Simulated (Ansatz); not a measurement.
From three elastic constants to directional properties of ZnSe

Level of theory: Ansatz 0.2.0, DFT PBE, scalar-relativistic, plane waves, PAW. Settings: 420 eV plane-wave cutoff, Γ-centred 8×8×8 mesh, fixed occupations. No spin polarisation.

Equilibrium structure at this level:
Space group F-43m (No. 216). a = 5.733 Å, b = 5.733 Å, c = 5.733 Å, α = 90.00°, β = 90.00°, γ = 90.00°
```tsv
atom	site	symmetry	x	y	z
Zn	4a	-43m	0.0000	0.0000	0.0000
Se	4d	-43m	0.2500	0.2500	0.7500
```

With ions relaxed, on the cubic axes: C11 = 79.8, C12 = 45.1, C44 = 37.1 GPa. The density is 5.089 g/cm³.

Q: Is the crystal stable against strain, and how anisotropic is it?

A: Born's conditions hold: C11 + 2C12 = 170.1, C11 − C12 = 34.7 and C44 = 37.1 GPa are all positive. B = (C11 + 2C12)/3 = 56.7 GPa. The two shear moduli are C44 and C′ = (C11 − C12)/2 = 17.3 GPa, so Zener's ratio is A = C44/C′ = 2.14: the tetragonal shear C′ is the soft one, as in many fcc and bcc metals and zincblende crystals. The Cauchy pressure C12 − C44 is 8.0 GPa; it would vanish for pair forces between atoms on inversion centres at zero pressure, and a positive value is usual with metallic or many-body binding, and where atoms off inversion centres relax under shear, which lowers C44.

Q: Give the sound speeds along the three symmetry directions.

A: The Christoffel equation gives ρv² for each branch:
| direction | branch | ρv² | GPa | v (m/s) |
| --- | --- | --- | --- | --- |
| [100] | L | C11 | 79.8 | 3960 |
| [100] | T (×2) | C44 | 37.1 | 2700 |
| [110] | L | (C11 + C12 + 2C44)/2 | 99.6 | 4423 |
| [110] | T, u ∥ [001] | C44 | 37.1 | 2700 |
| [110] | T, u ∥ [1-10] | (C11 − C12)/2 | 17.3 | 1846 |
| [111] | L | (C11 + 2C12 + 4C44)/3 | 106.2 | 4567 |
| [111] | T (×2) | (C11 − C12 + C44)/3 | 23.9 | 2168 |

In a piezoelectric crystal some branches stiffen further, which is left out.

Q: How does Young's modulus depend on direction?

A: Inverting gives S11 = 21.189, S12 = -7.654, S44 = 26.947 TPa⁻¹. Along a unit vector (l, m, n), 1/E = S11 − 2(S11 − S12 − S44/2)(l²m² + m²n² + n²l²), where the last bracket is 0, 1/4 and 1/3 for [100], [110] and [111]: E = 47, 74 and 91 GPa. With A > 1 the body diagonal is stiffest. For a film on (001), the biaxial modulus is C11 + C12 − 2C12²/C11 = 74 GPa and the normal strain is −2C12/C11 = -1.13 times the in-plane one.

ZnSe resists volume change far better than tetragonal shear, and the directional results follow from its tetrahedral bond network. Bonds lie along the body diagonals, so a pull along [111] stretches one set directly, whereas a pull along [100] is taken up largely by opening and closing bond angles. Young's modulus therefore rises from 47 to 91 GPa between these directions. The same weak angular restoring forces make the [110] shear wave polarised along [1-10] the slowest, at 1846 m/s. The partly ionic Zn–Se bond probably contributes, since charge transfer to Se weakens the directional covalent forces that resist bending. The positive Cauchy pressure is thus no sign of metallic bonding here, as the sublattices can shift against each other under C44 strain.

The lattice constant is somewhat larger and the bulk modulus lower than experiment, as expected from PBE's tendency to underbind such semiconductors. Positive elastic eigenvalues establish stability only against small homogeneous strains, not against finite-wavevector phonons or transformation to another polytype.
